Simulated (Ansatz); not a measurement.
Structure types of SnO2 were relaxed at one common pressure (all-electron LAPW in Ansatz 0.2.0 under PBE, scalar-relativistic, no spin polarisation, zero temperature). They take these volumes:

| type | space group | V (Å³/atom) |
| --- | --- | --- |
| rutile | P4_2/mnm | 8.70 |
| fluorite | Fm-3m | 7.98 |

**Question.** At about which pressure, and is the densest type also the lowest in enthalpy?

**Answer.** 150 GPa. The densest is fluorite, and it is also the lowest in enthalpy among these.
